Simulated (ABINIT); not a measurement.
**Sb: relaxation of cell and atoms with LDA**

The system is Sb.

```
Sb
1.0
    -1.57654    1.57654    2.71194
     1.57654   -1.57654    2.71194
     1.57654    1.57654   -2.71194
Sb
1
Cartesian
  0.0000 0.0000 0.0000
```

This isn't the form of Sb at room conditions, which is rhombohedral.

```
Program                     : ABINIT 10.8.3 (patched build)
Task                        : relaxation of cell and atoms
Functional                  : LDA
Potentials or basis         : JTH PAW LDA v2.0
Cutoff                      : 435 eV
k mesh                      : 12 × 12 × 12
Occupations                 : fermi-dirac, width 0.05 eV
Spin                        : no spin polarisation
Cell freedom (optcell)      : 2
Cutoff smearing ecutsm (Ha) : 0.5
Optimiser (ionmov)          : 2
Force stop (Ha/bohr)        : 0.0001
Fine-grid cutoff            : 870.764 eV
```

The relaxed volume is 25.86 Å³/atom, the relaxed cell is a = 3.422 Å, b = 3.422 Å, c = 3.422 Å, α = 125.06°, β = 125.06°, γ = 81.44° and the space group after relaxing (to 0.05 Å) is I4/mmm (No. 139). The energy gained by relaxing is 10.5 meV/atom, the ionic steps are 13 and the pressure after relaxing is 0.0 GPa. The band gap on the k mesh is none (metal or under the smearing width). The valence electrons inside the program's atomic spheres are Sb 12.41 (radii [1.2705] Å).

The path:
```tsv
step	energy change (eV)	largest force (eV/Å)	pressure (GPa)	volume (Å³)
1	0.0000	0.0000	-2.42	26.96
2	-0.0027	0.0000	-1.98	26.76
3	-0.0078	0.0000	0.14	25.92
4	-0.0079	0.0000	0.01	25.96
5	-0.0080	0.0000	-0.12	26.01
6	-0.0084	0.0000	-0.47	26.10
7	-0.0043	0.0000	-1.71	26.48
8	-0.0092	0.0000	-0.59	26.12
9	-0.0096	0.0000	-0.58	26.10
10	-0.0103	0.0000	-0.30	25.96
11	-0.0104	0.0000	-0.19	25.93
12	-0.0105	0.0000	-0.03	25.87
13	-0.0105	0.0000	0.00	25.86
```

Final structure:
```
Sb
1.0
    -1.57871    1.57871    2.59383
     1.57871   -1.57871    2.59383
     1.57871    1.57871   -2.59383
Sb
1
Cartesian
  0.0000 0.0000 0.0000
```

Levels at points of the mesh, in eV from the Fermi level:
```tsv
k point	band 6	band 7	band 8	band 9	band 10	band 11
(0.00, 0.00, 0.00)	-13.30	5.18	5.57	5.57	10.31	10.65
(0.50, 0.00, 0.00)	-9.31	-6.03	2.28	5.10	6.99	10.33
(0.50, 0.50, 0.00)	-6.93	-4.69	-0.76	0.47	3.72	4.53
(0.50, 0.50, 0.50)	-9.01	-5.76	1.72	1.72	5.85	5.86
```

Run time: 8.2 min on 1 thread of Arm Neoverse V1, with other jobs on the host, peak memory 0.13 GiB.

The run has no spin-orbit coupling, so splittings on Sb are missing.
